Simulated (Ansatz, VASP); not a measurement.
CsH in VASP and in Ansatz

Contents of POSCAR:

```
CsH
1.0
    0.0000000000      3.1880000000      3.1880000000
    3.1880000000      0.0000000000      3.1880000000
    3.1880000000      3.1880000000      0.0000000000
Cs H
1 1
Direct
    0.0235257215     -0.0235257215      0.0235257215
    0.5000000000      0.5000000000      0.5000000000
```

INCAR.step1

```
PREC = Accurate
ENCUT = 520
ISMEAR = 0
SIGMA = 0.05
LREAL = False
LASPH = True
NELM = 80
NBANDS = 12
GGA = PE
ALGO = Normal
EDIFF = 1E-4
LWAVE = True
LCHARG = False
```

INCAR.step2

```
PREC = Accurate
ENCUT = 520
EDIFF = 1E-6
ISMEAR = 0
SIGMA = 0.05
LREAL = False
LASPH = True
NELM = 80
ALGO = Normal
ISIF = 2
LWAVE = False
LCHARG = False
METAGGA = R2SCAN
LMIXTAU = True
NBANDS = 12
ISTART = 1
```

KPOINTS

```
regular mesh
0
Gamma
  6 6 6
```

Input for Ansatz:

```yaml
crystal:
  lattice:
    - [0.0, 3.188, 3.188]
    - [3.188, 0.0, 3.188]
    - [3.188, 3.188, 0.0]
  atoms:
    - { symbol: Cs, position: [0.0235257215, -0.0235257215, 0.0235257215] }
    - { symbol: H, position: [0.5, 0.5, 0.5] }
basis:
  ecutwfc: 500
kpoints:
  mp_grid: { grid: [6, 6, 6] }
hamiltonian:
  xc: r2scan
scf:
  occupations: { method: gaussian, width: 0.05 }
output:
  forces: true
  stress: true
  eigenvalues: true
```

Change from the starting cell: all Cs atoms moved +0.150 Å, as atom 1 along Cartesian [0 1 0].

Alike in both runs: task single point; functional r2SCAN; k mesh 6 × 6 × 6; occupations gaussian, width 0.05 eV; no spin polarisation.

|  | VASP | Ansatz |
| --- | --- | --- |
| version | VASP 6.6.1 | Ansatz 0.2.0 |
| potentials or method | VASP PAW PBE potentials, release 64 (Cs_sv, H) | scalar-relativistic, plane waves, PAW |
| plane-wave cutoff (eV) | 520 | 500 |
| valence electrons in the cell | 10 | 10 |

VASP gave:

| Item | Value |
| --- | --- |
| gap on the k mesh at the Fermi level (eV) | 2.68 |
| least direct gap on the mesh (eV) | 2.68 |
| pressure (GPa) | 0.1 |
| largest component of the traceless stress (GPa) | 0.16 |
| rms of the force components (eV/Å) | 0.055 |

Problem. What did Ansatz give for the same quantities?

Solution. gap on the k mesh at the Fermi level (eV): 2.70; least direct gap on the mesh (eV): 2.70; pressure (GPa): 0.1; largest component of the traceless stress (GPa): 0.16; rms of the force components (eV/Å): 0.055.

Atom by atom the forces differ by 0.001 eV/Å (rms over components).

Caveats: the PAW data sets were made with another functional, which shifts forces and pressure a little (VASP); spin-orbit coupling is left out, which moves the levels of the heavy elements. A k mesh can miss the band edges.
